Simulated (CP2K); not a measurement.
In:

```
In
1.0
     3.37691    0.00000    0.00000
     0.24723    3.36784    0.00000
    -1.81207   -1.68392    2.29876
In
1
Direct
  0.00000 0.00000 0.00000
```

Base run:

```yaml
Program: CP2K 2026.2
Functional: OLYP
Potentials_or_basis: POTENTIAL_UZH In GTH-PBE-q13; TZVP-MOLOPT-PBE-GTH basis
Density_cutoff: 9184 eV
k_mesh: 11 × 11 × 11
Occupations: fermi-dirac, width 0.05 eV
Spin: no spin polarisation
```

Its results: band gap on the k mesh none (metal or under the smearing width); pressure 2.6 GPa.

**Question.** After a change of settings the same cell gave: band gap on the k mesh none (metal or under the smearing width); pressure -1.8 GPa. Which change was it?
A. functional from OLYP to PBE
B. functional from OLYP to PW91
C. functional from OLYP to PBEsol
D. functional from OLYP to LDA

**Answer.** D.

LDA binds more tightly than OLYP, so the same cell stands under less pressure.

Caveats: the potentials were made for another functional, which shifts forces and pressure; the basis of atomic orbitals isn't converged, which shifts pressures, moduli and gaps.
